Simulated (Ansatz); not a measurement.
Levels of theory for KBr (h-MgO type)

All numbers come from Ansatz. These are computed values for a non-magnetic cell that may be hypothetical; none is a measurement.

Structure: KBr (h-MgO type), at its r2SCAN minimum. The symmetry is P6_3/mmc (No. 194, hexagonal); conventional cell a = 5.618 Å, c = 6.554 Å, 44.78 Å³ an atom. K has 5 Br at 3.24–3.28 Å; Br has 5 K at 3.24–3.28 Å.

```xyz
4
Lattice="5.6181 0.0000 0.0000 -2.8091 4.8654 0.0000 0.0000 0.0000 6.5536" Properties=species:S:1:pos:R:3 pbc="T T T"
K     0.0000    3.2436    1.6384
K     2.8091    1.6218    4.9152
Br    2.8091    1.6218    1.6384
Br    0.0000    3.2436    4.9152
```

Relaxed lattice by functional, symmetry kept:
```json
{"functional": "PBE", "k mesh": "6×6×4", "a (Å)": "5.672", "c (Å)": "6.651", "volume (Å³/atom)": "46.32"}
{"functional": "r2SCAN", "k mesh": "6×6×4", "a (Å)": "5.618", "c (Å)": "6.554", "volume (Å³/atom)": "44.78"}
{"functional": "PBEsol", "k mesh": "6×6×4", "a (Å)": "5.571", "c (Å)": "6.495", "volume (Å³/atom)": "43.64"}
{"functional": "LDA", "k mesh": "6×6×4", "a (Å)": "5.424", "c (Å)": "6.323", "volume (Å³/atom)": "40.28"}
{"functional": "HSE06", "k mesh": "6×6×2", "a (Å)": "5.650", "c (Å)": "6.614", "volume (Å³/atom)": "45.71"}
```

Band edges at fixed r2SCAN geometry:
```json
{"level": "LDA", "k mesh": "6×6×4", "gap (eV)": "3.87", "kind": "direct", "edges": "Γ", "least direct gap (eV)": "3.87", "rough cost": "6 core-seconds"}
{"level": "PBE", "k mesh": "6×6×4", "gap (eV)": "4.19", "kind": "direct", "edges": "Γ", "least direct gap (eV)": "4.19", "rough cost": "12 core-seconds"}
{"level": "PBE+SOC", "k mesh": "6×6×4", "gap (eV)": "4.10", "kind": "direct", "edges": "Γ", "least direct gap (eV)": "4.10", "rough cost": "40 core-seconds"}
{"level": "r2SCAN", "k mesh": "6×6×4", "gap (eV)": "4.76", "kind": "direct", "edges": "Γ", "least direct gap (eV)": "4.76", "rough cost": "17 core-seconds"}
{"level": "HSE06", "k mesh": "6×6×4", "gap (eV)": "5.30", "kind": "direct", "edges": "Γ", "least direct gap (eV)": "5.30", "rough cost": "12 core-minutes"}
{"level": "DDH-PBE0", "k mesh": "6×6×4", "gap (eV)": "7.58", "kind": "direct", "edges": "Γ", "least direct gap (eV)": "7.58", "rough cost": "15 core-minutes"}
{"level": "PBE0", "k mesh": "6×6×4", "gap (eV)": "6.02", "kind": "direct", "edges": "Γ", "least direct gap (eV)": "6.02", "rough cost": "12 core-minutes"}
{"level": "G0W0@PBE (534 empty bands, 120 eV, 6×6×2)", "k mesh": "6×6×2", "gap (eV)": "6.81", "kind": "–", "edges": "Γ (mesh)", "least direct gap (eV)": "–", "rough cost": "23 core-minutes"}
```
PBE: smearing of 0.02 eV; the others have fixed occupations.
Wave cutoffs: 420 eV, 500 eV (r2SCAN).
The G0W0 gap is PBE's gap over the path plus the quasiparticle shift read on the mesh. G0W0 values are finite-basis, finite-mesh values.
Costs come from shared machines and give only the order; PBE's includes the band path.

HSE06 gives a direct gap of 5.30 eV at Γ. Spin-orbit coupling changes the PBE gap by -0.09 eV, to 4.10 eV.

r2SCAN covers 52 % of the step from PBE to HSE06. Spin-orbit coupling moves the least or the direct gap by up to 0.09 eV, so it is at the margin where a tenth of an eV counts. Among these functionals the gap stays direct.

r2SCAN (ground state on 6×6×4): ε∞: 2.07 along x and y, 2.18 along z. Born charges, averaged over directions: K +1.05, Br -1.05 e. PBE (ground state on 6×6×4): The clamped-ion dielectric constant comes out as 2.14 along x and y, 2.27 along z. Born charges, averaged over directions: K +1.06, Br -1.06 e.

On the PBEsol cell (a = 5.571 Å, c = 6.495 Å), with PBEsol: All optical modes at Γ are real, from 42 to 127 cm⁻¹ without the longitudinal term; this says nothing of other wave vectors. With the long-range field the highest mode reaches 162 cm⁻¹. The clamped-ion dielectric constant comes out as 2.18 along x and y, 2.32 along z. With the ions relaxed, ε⁰ is 3.8 along x and y, 4.4 along z. Born charges, averaged over directions: K +1.06, Br -1.06 e.

Only the levels marked +SOC include spin-orbit coupling.

The meshes of the hybrids are coarse, so their gaps aren't converged to the digits shown.
